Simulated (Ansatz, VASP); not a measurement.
One calculation of Ru, two programs

```xyz
1
Lattice="2.5604 0.0000 0.0000 0.0000 2.5604 0.0000 0.0000 0.0000 2.5604" Properties=species:S:1:pos:R:3 pbc="T T T"
Ru    0.0000    0.0000    0.0000
```

Alike in both runs: task relaxation of cell and atoms; functional PBE; k mesh 13 × 13 × 13; occupations fermi-dirac, width 0.08 eV; no spin polarisation.

|  | VASP | Ansatz |
| --- | --- | --- |
| version | VASP 6.6.1 | Ansatz 0.2.0 |
| potentials or method | VASP PAW PBE potentials, release 64 (Ru_pv) | PAW with Ansatz's earlier generated frozen-core files (soft_1), scalar-relativistic |
| plane-wave cutoff (eV) | 600 | 420 |
| valence electrons in the cell | 14 | 16 |

|  | VASP | Ansatz | Ansatz less VASP |
| --- | --- | --- | --- |
| relaxed volume (Å³/atom) | 15.85 | 15.84 | -0.003 |
| relaxed cell length with the largest relative difference (Å) | 2.512 | 2.512 | -0.0001 |
| energy change over the relaxation (meV/atom) | -35 | -35 | 0.0 |

The two sets of potentials don't hold the same shells in valence.
